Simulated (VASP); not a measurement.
# ZnS (F-43m) in VASP: a series of runs

The runs below take ZnS through relaxation of cell and atoms, relaxation of the atoms, with PBEsol, LDA.

All numbers are computed with VASP 6.6.1; they aren't measurements. Logs are shortened: lines on timing, memory, paths and dates and some standing lists are left out, and cuts for length are marked.

### 1 Starting point

It takes space group F-43m (No. 216, cubic). Conventional cell: a = 5.361 Å, b = 5.361 Å, c = 5.361 Å, α = 90.00°, β = 90.00°, γ = 90.00°. Around Zn (site symmetry -43m) lie 4 S at 2.32 Å. Around S (site symmetry -43m) lie 4 Zn at 2.32 Å.

### 2 Relaxation of cell and atoms, PBEsol

The input, INCAR:

```
SYSTEM = ZnS
ALGO = Normal
EDIFF = 1E-7
EDIFFG = -0.005
ENCUT = 600
GGA = PS
IBRION = 2
ISIF = 3
ISMEAR = 0
KPAR = 4
LASPH = .TRUE.
LCHARG = .FALSE.
LREAL = .FALSE.
LWAVE = .FALSE.
NELM = 80
NSW = 90
PREC = Accurate
SIGMA = 0.03
```

The input, KPOINTS:

```
k-points
0
G
  10 10 10
  0 0 0
```

The input, POSCAR:

```
ZnS                                     
1.0
    0.0000000000      2.6803314386      2.6803314386
    2.6803314386      0.0000000000      2.6803314386
    2.6803314386      2.6803314386     -0.0000000000
  Zn              S             
     1     1
Direct
     0.2500000000000000    0.2500000000000000    0.2500000000000000
     0.0000000000000000    0.0000000000000000    0.0000000000000000
```

Potentials or basis: VASP PAW PBE potentials, release 64 (Zn, S).

Run with:

```
> cat potpaw_PBE.64/Zn/POTCAR potpaw_PBE.64/S/POTCAR > POTCAR
> mpirun -np 4 vasp_std > vasp.out
```

OUTCAR:

```text
SYSTEM = ZnS
   EDIFF = 1E-7
   EDIFFG = -0.005
   ENCUT = 600
   GGA = PS
   IBRION = 2
   ISIF = 3
   ISMEAR = 0
   LASPH = .TRUE.
   LREAL = .FALSE.
   NELM = 80
   NSW = 90
   PREC = Accurate

 ion  position               nearest neighbor table
   1  0.250  0.250  0.250-   2 2.32   2 2.32   2 2.32   2 2.32
   2  0.000  0.000  0.000-   1 2.32   1 2.32   1 2.32   1 2.32

  LATTYP: Found a face centered cubic cell.
 ALAT       =     5.3606628772

  Lattice vectors:

 A1 = (   0.0000000000,   2.6803314386,   2.6803314386)
 A2 = (   2.6803314386,   0.0000000000,   2.6803314386)
 A3 = (   2.6803314386,   2.6803314386,   0.0000000000)

Analysis of symmetry for initial positions (statically):
=====================================================================
 Subroutine PRICEL returns:
 Original cell was already a primitive cell.

 Routine SETGRP: Setting up the symmetry group for a
 face centered cubic supercell.

 Subroutine GETGRP returns: Found 24 space group operations
 (whereof 24 operations were pure point group operations)
 out of a pool of 48 trial point group operations.

The static configuration has the point symmetry T_d .

Analysis of symmetry for dynamics (positions and initial velocities):
=====================================================================
 Subroutine PRICEL returns:
 Original cell was already a primitive cell.

 Routine SETGRP: Setting up the symmetry group for a
 face centered cubic supercell.

 Subroutine GETGRP returns: Found 24 space group operations
 (whereof 24 operations were pure point group operations)
 out of a pool of 48 trial point group operations.

The dynamic configuration has the point symmetry T_d .

 Subroutine INISYM returns: Found 24 space group operations
 (whereof 24 operations are pure point group operations),
 and found     1 'primitive' translations

----------------------------------------------------------------------------------------

                                     Primitive cell

  volume of cell :      38.5119

  direct lattice vectors                    reciprocal lattice vectors
     0.000000000  2.680331439  2.680331439    -0.186544094  0.186544094  0.186544094
     2.680331439  0.000000000  2.680331439     0.186544094 -0.186544094  0.186544094
     2.680331439  2.680331439  0.000000000     0.186544094  0.186544094 -0.186544094

  length of vectors
     3.790561072  3.790561072  3.790561072     0.323103849  0.323103849  0.323103849

  position of ions in fractional coordinates (direct lattice)
     0.250000000  0.250000000  0.250000000
     0.000000000  0.000000000  0.000000000

[... 84 lines left out ...]
   POTIM  = 0.5000    time-step for ionic-motion
   TEBEG  =    0.0;   TEEND  =   0.0 temperature during run
   PSTRESS=    0.0 pullay stress
   NELECT =      18.0000    total number of electrons
   NUPDOWN=      -1.0000    fix difference up-down
   EMIN   =  10.00;   EMAX   =-10.00  energy-range for DOS
   EFERMI =   0.00;   METHOD = LEGACY
   ISMEAR =     0;   SIGMA  =   0.03  broadening in eV -4-tet -1-fermi 0-gaus
   EFERMI_NEDOS =   21; number of points for ismear=-14 and -15
   IALGO  =     38    algorithm
   IMIX   =      4    mixing-type and parameters
     AMIX     =   0.40;   BMIX     =  1.00
     AMIX_MAG =   1.60;   BMIX_MAG =  1.00
  volume/ion in A,a.u.               =      19.26       129.95
  Fermi-wavevector in a.u.,A,eV,Ry     =   1.270478  2.400855 21.961361  1.614114
  Thomas-Fermi vector in A             =   2.403463
   LORBIT       =      0    0 simple, 1 ext, 2 COOP (PROOUT), +10 PAW based schemes
   GGA     = PS    functional components
   LHFCALC =     F    Hartree Fock is set to
   AEXX    =    0.0000 exact exchange contribution
   IVDW    =     0    specifies the selected vdW correction
   LEPSILON=     F    determine dielectric tensor
   LRPA    =     F    only Hartree local field effects (RPA)
 conjugate gradient relaxation of ions
 non-spin polarized calculation
 Gauss-broadening in eV      SIGMA  =   0.03
  energy-cutoff  :      600.00
  volume of cell :       38.51
 maximum number of plane-waves:      1307
   NGX = 15   NGY = 15   NGZ = 15

 number of electron      18.0000011 magnetization

 Free energy of the ion-electron system (eV)
  ---------------------------------------------------
  ext. energy  EPLUGINS =         0.00000000
  ---------------------------------------------------
  free energy    TOTEN  =        -7.58912789 eV

  energy without entropy =       -7.58912789  energy(sigma->0) =       -7.58912789

 E-fermi :   2.4428     XC(G=0):  -9.9635

 val. band max:        2.2413271114   @ k =   0.0000   0.0000   0.0000
 cond. band min:       4.3243625358   @ k =   0.0000   0.0000   0.0000
 fundamental gap:      2.0830354244
 Fermi energy:         2.4427671333

 k-point     1 :       0.0000    0.0000    0.0000
  band No.  band energies     occupation
      1     -11.0859      2.00000
      2      -4.2313      2.00000
      3      -4.2313      2.00000
      4      -4.2313      2.00000
      5      -3.7031      2.00000
      6      -3.7031      2.00000
      7       2.2413      2.00000
      8       2.2413      2.00000
      9       2.2413      2.00000
     10       4.3244      0.00000
     11       8.5319      0.00000
     12       8.5319      0.00000
     13       8.5319      0.00000
[... 354 lines left out ...]
  band No.  band energies     occupation
      1     -10.0633      2.00000
      2      -4.2755      2.00000
      3      -3.9723      2.00000
      4      -3.9643      2.00000
      5      -3.6828      2.00000
      6      -3.6418      2.00000
      7      -1.6142      2.00000
      8       0.1473      2.00000
      9       0.3704      2.00000
     10       6.1192      0.00000
     11       6.8705      0.00000
     12      10.9830      0.00000
     13      11.9665      0.00000

 [... further k-points ...]
[... 5 lines left out ...]
  --------------------------------------------------------------------------------------
  -------------------------------------------------------------------------------------
  Total        0.0042992      0.0042992      0.0042992     -0.0000000     -0.0000000      0.0000000
  in kB        0.1788552      0.1788552      0.1788552     -0.0000000     -0.0000000      0.0000000
  external PRESSURE =       0.1788552 kB  Pullay stress =       0.0000000 kB

 VOLUME and BASIS-vectors are now :
 -----------------------------------------------------------------------------
  energy-cutoff  :      600.00
  volume of cell :       38.51
      direct lattice vectors                 reciprocal lattice vectors
     0.000000000  2.680331439  2.680331439    -0.186544094  0.186544094  0.186544094
     2.680331439  0.000000000  2.680331439     0.186544094 -0.186544094  0.186544094
     2.680331439  2.680331439  0.000000000     0.186544094  0.186544094 -0.186544094

 POSITION                                       TOTAL-FORCE (eV/Angst)
 -----------------------------------------------------------------------------------
      1.34017      1.34017      1.34017        -0.000000     -0.000000     -0.000000
      0.00000      0.00000      0.00000         0.000000      0.000000      0.000000
 -----------------------------------------------------------------------------------
    total drift:                               -0.000000     -0.000000     -0.000000

  FREE ENERGIE OF THE ION-ELECTRON SYSTEM (eV)
  ---------------------------------------------------
  free  energy   TOTEN  =        -7.5891278872 eV

  energy  without entropy=       -7.5891278872  energy(sigma->0) =       -7.58912789

 reached required accuracy - stopping structural energy minimisation
```

OSZICAR:

```text
N       E                     dE             d eps       ncg     rms          rms(c)
DAV:   1     0.866251686758E+02    0.86625E+02   -0.97211E+03  1222   0.183E+03
DAV:   2    -0.154186099001E+01   -0.88167E+02   -0.83449E+02  1267   0.306E+02
DAV:   3    -0.791104603374E+01   -0.63692E+01   -0.63278E+01  1537   0.761E+01
DAV:   4    -0.799597472811E+01   -0.84929E-01   -0.84885E-01  1312   0.933E+00
DAV:   5    -0.799706624340E+01   -0.10915E-02   -0.10915E-02  1542   0.106E+00    0.697E+00
DAV:   6    -0.760679934657E+01    0.39027E+00   -0.10303E+00  1671   0.405E+01    0.545E+00
DAV:   7    -0.759238705173E+01    0.14412E-01   -0.35439E-01  1247   0.621E+00    0.262E+00
DAV:   8    -0.758930144420E+01    0.30856E-02   -0.56984E-03  1477   0.727E-01    0.727E-01
DAV:   9    -0.758904683991E+01    0.25460E-03   -0.82271E-04  1455   0.403E-01    0.115E-01
DAV:  10    -0.758913103903E+01   -0.84199E-04   -0.20663E-04  1443   0.221E-01    0.773E-02
DAV:  11    -0.758912805913E+01    0.29799E-05   -0.57192E-05  1502   0.179E-01    0.963E-03
DAV:  12    -0.758912785829E+01    0.20084E-06   -0.25546E-06  1698   0.275E-02    0.298E-03
DAV:  13    -0.758912797014E+01   -0.11185E-06   -0.80578E-07  1302   0.767E-03    0.133E-03
DAV:  14    -0.758912788716E+01    0.82979E-07   -0.64923E-08   906   0.333E-03
   1 F= -.75891279E+01 E0= -.75891279E+01  d E =-.758913E+01
```

CONTCAR:

```text
ZnS
   1.00000000000000
     0.0000000000000000    2.6803314386000001    2.6803314386000001
     2.6803314386000001    0.0000000000000000    2.6803314386000001
     2.6803314386000001    2.6803314386000001    0.0000000000000000
  Zn              S
     1     1
Direct
     0.2500000000000000    0.2500000000000000    0.2500000000000000
     0.0000000000000000    0.0000000000000000    0.0000000000000000

  0.00000000E+00  0.00000000E+00  0.00000000E+00
  0.00000000E+00  0.00000000E+00  0.00000000E+00
```

It took 16 s on 4 MPI ranks of Intel Xeon Platinum 8259CL at 2.50GHz (Skylake/Cascade Lake), shared host; peak memory 0.17 GiB.

What came out:

* Free energy: -7.5891 eV
* Pressure after relaxing: 0.0 GPa
* Band gap on the k mesh: 2.08 eV, direct

Final structure:
```
Zn S
1.0
     0.00000    2.68033    2.68033
     2.68033    0.00000    2.68033
     2.68033    2.68033    0.00000
Zn S
1 1
Direct
  0.25000 0.25000 0.25000
  0.00000 0.00000 0.00000
```

Levels at points of the mesh, in eV from the valence-band top:
| k point | band 6 | band 7 | band 8 | band 9 | band 10 | band 11 | band 12 | band 13 |
| --- | --- | --- | --- | --- | --- | --- | --- | --- |
| (0.00, 0.00, 0.00) | -5.94 | 0.00 | 0.00 | 0.00 | 2.08 | 6.29 | 6.29 | 6.29 |
| (0.50, 0.00, 0.00) | -5.74 | -5.52 | -0.91 | -0.91 | 3.24 | 6.82 | 6.82 | 8.79 |
| (0.50, 0.50, 0.00) | -5.72 | -4.70 | -2.34 | -2.34 | 3.18 | 3.96 | 11.00 | 12.04 |

Caveat: the relaxation stopped at its first step, so nothing moved; the PAW data sets were made with another functional, which shifts forces and pressure a little. A hybrid or GW would open this gap; PBEsol tends to underestimate it.

(Continued in part 2 of 2.)
